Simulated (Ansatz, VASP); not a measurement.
# Al in VASP and in Ansatz

Contents of INCAR:

```
  ALGO = Normal
  EDIFF = 1E-6
  ENCUT = 520
  GGA = RP
  ISIF = 2
  ISMEAR = -1
  LASPH = T
  LCHARG = F
  LREAL = F
  LWAVE = F
  NBANDS = 8
  NELM = 100
  PREC = Accurate
  SIGMA = 0.1
```

File KPOINTS:

```
k-points
0
Gamma
  13 13 13
```

POSCAR

```
Al
1.0
    2.7393235938      0.0000000000      0.0000000000
    0.0000000000      2.7393235938      0.0000000000
    0.0000000000      0.0000000000      2.7393235938
Al
1
Direct
    0.0000000000      0.0000000000      0.0000000000
```

Input for Ansatz:

```yaml
crystal:
  lattice:
    - [2.7393235938, 0.0, 0.0]
    - [0.0, 2.7393235938, 0.0]
    - [0.0, 0.0, 2.7393235938]
  atoms:
    - { symbol: Al, position: [0.0, 0.0, 0.0] }
hamiltonian:
  xc: rpbe
  pseudopotentials:
    kind: paw
    azcp:
      Al: "pseudopotentials/Al.paw.azcp"
basis:
  ecutwfc: 420
  fft_grid_basis: typed
kpoints:
  mp_grid: { grid: [13, 13, 13], shift: [0, 0, 0] }
magnetization:
  spin_polarized: false
scf:
  occupations: { method: fermi_dirac, width: 0.1 }
  lower_state_search: "off"
output:
  stress: true
  write_density: true
  write_potential: true
  elf: true
  volumetric_format: npy
```

Alike in both runs: task single point; functional RPBE; k mesh 13 × 13 × 13; occupations fermi-dirac, width 0.1 eV; no spin polarisation.

|  | VASP | Ansatz |
| --- | --- | --- |
| version | VASP 6.6.1 | Ansatz 0.2.0 |
| potentials or method | VASP PAW PBE potentials, release 64 (Al) | plane waves (420 eV) with PAW, scalar-relativistic |
| plane-wave cutoff (eV) | 520 | 420 |
| valence electrons in the cell | 3 | 3 |

VASP gave:

| Property | Result |
| --- | --- |
| pressure (GPa) | -0.1 |

Problem. Estimate Ansatz's values.

Solution. Pressure (GPa): 0.0.

With one functional, cell and mesh, what is left measures potentials, basis and numerics.

Caveats: the PAW data sets were made with another functional, which shifts forces and pressure a little (VASP).
